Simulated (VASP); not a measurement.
WS2, 6 atoms in the cell. The structure is trigonal, space group R3m (No. 160). Conventional cell: a = 3.158 Å, b = 3.158 Å, c = 18.490 Å, α = 90.00°, β = 90.00°, γ = 120.00°. Around W (site symmetry 3m) lie 6 S at 2.39 to 2.42 Å. Around S (site symmetry 3m) lie 3 W at 2.39 Å. S (site symmetry 3m) has 3 W at 2.42 Å as nearest neighbours. Measurements of this composition are mostly on another form, of space group No. 194.

```yaml
Program: VASP 6.6.1
Task: single point
Functional: PBEsol
Potentials_or_basis: VASP PAW PBE potentials, release 64 (W_sv, S)
Cutoff: 520 eV
k_mesh: 8 × 8 × 4
Occupations: gaussian, width 0.05 eV
Spin: collinear spin, antiferromagnetic start
Starting_moments: "[0.5, -0.5, 0.0, 0.0, 0.0, 0.0] μB"
Hubbard_terms: W d U = 2 eV
Further_INCAR_settings: ALGO = Normal; EDIFF = 1e-07; NBANDS = 39
```

Potentials or basis: VASP PAW PBE potentials, release 64 (W_sv, S).

Command:

```console
$ cat potpaw_PBE.64/W_sv/POTCAR potpaw_PBE.64/S/POTCAR > POTCAR
$ mpirun -np 1 vasp_std > vasp.out
```

Hardware: 1 thread of Intel(R) Xeon(R) 6975P-C (Granite Rapids), with other jobs on the host.

**Question.** Estimate the wall time of this run.

**Answer.** Wall time 21 min on 1 thread of Intel(R) Xeon(R) 6975P-C (Granite Rapids), on a shared host, peak memory 0.92 GiB. Counts: scf iterations 17, k points 78.
